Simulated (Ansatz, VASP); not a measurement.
# One calculation of TiAl, two programs

File INCAR:

```
  PREC = Accurate
  ENCUT = 600
  EDIFF = 1E-7
  ISMEAR = -1
  SIGMA = 0.05
  LREAL = F
  LASPH = T
  NELM = 100
  ALGO = Normal
  ISIF = 3
  LWAVE = F
  LCHARG = F
  GGA = PS
  IVDW = 12
  IBRION = 2
  NSW = 60
  EDIFFG = -0.01
```

File KPOINTS:

```
Automatic mesh
0
Gamma
  8 8 8
```

POSCAR

```
TiAl
1.0
    3.1790640000      0.0000000000      0.0000000000
    0.0000000000      3.1790640000      0.0000000000
    0.0000000000      0.0000000000      3.1790640000
Ti Al
1 1
Direct
    0.0000000000      0.0000000000      0.0000000000
    0.5000000000      0.5000000000      0.5000000000
```

Contents of input.yaml:

```yaml
crystal:
  lattice:
    - [3.179064, 0.0, 0.0]
    - [0.0, 3.179064, 0.0]
    - [0.0, 0.0, 3.179064]
  atoms:
    - { symbol: Ti, position: [0.0, 0.0, 0.0] }
    - { symbol: Al, position: [0.5, 0.5, 0.5] }
hamiltonian:
  xc: pbesol
  pseudopotentials: { kind: paw }
  dispersion: d3bj
kpoints:
  mp_grid: { grid: [8, 8, 8] }
scf:
  occupations: { method: fermi_dirac, width: 0.05 }
output:
  forces: true
  stress: true
  eigenvalues: true
relax:
  f_tol: 0.01
  max_steps: 40
  cell: { stress_tol: 0.05 }
```

The cell comes from a database or a generator and needn't be the stable form of this composition.

Alike in both runs: task relaxation of cell and atoms; functional PBEsol; dispersion D3(BJ); k mesh 8 × 8 × 8; occupations fermi-dirac, width 0.05 eV; no spin polarisation.

|  | VASP | Ansatz |
| --- | --- | --- |
| version | VASP 6.6.1 | Ansatz 0.2.0 |
| potentials or method | VASP PAW PBE potentials, release 64 (Ti_sv, Al) | Ansatz PAW |
| plane-wave cutoff (eV) | 600 | 420 |
| valence electrons in the cell | 15 | 15 |

|  | VASP | Ansatz | Ansatz less VASP |
| --- | --- | --- | --- |
| gap on the k mesh at the Fermi level, each at its own relaxed structure (eV) | none | none | - |
| relaxed volume (Å³/atom) | 15.09 | 15.09 | -0.004 |
| relaxed cell length with the largest relative difference (Å) | 3.113 | 3.113 | -0.0003 |
| energy change over the relaxation (meV/atom) | -23 | -23 | -0.3 |

A gap of «none» marks a metal or a gap that the smearing closes.

Caveats: pairwise dispersion overbinds metals, which lowers pressure and volume; the PAW data sets were made with another functional, which shifts forces and pressure a little (VASP); the plane-wave basis is chosen anew once the cell has moved, so the energies of steps on either side of that aren't comparable (Ansatz); the PAW data sets come from PBE, with cores solved anew for the run's functional, which leaves a small shift of forces and pressure (Ansatz).
